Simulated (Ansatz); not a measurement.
Pt:

```
Pt
1.0
     2.76067    0.00000    0.00000
    -1.38033    2.39081    0.00000
     0.00000    0.00000    4.79213
Pt
2
Direct
  0.33333 0.66667 0.25000
  0.66667 0.33333 0.75000
```

This isn't the form of Pt at room conditions, which is fcc.

Program: Ansatz 0.2.0. Alike in all runs: task band structure; potentials or basis all-electron LAPW, scalar-relativistic; no spin polarisation; cell as given; k mesh 11 × 11 × 6; cutoff (eV) 273; smearing fermi-dirac 0.05 eV; basis error allowed 0.001 eV/atom.

Order these runs on this cell by their pressure, lowest first.
A. level LDA
B. level PBEsol
C. level PBE

A (-15.6 GPa), B (-10.7 GPa), C (-0.6 GPa).
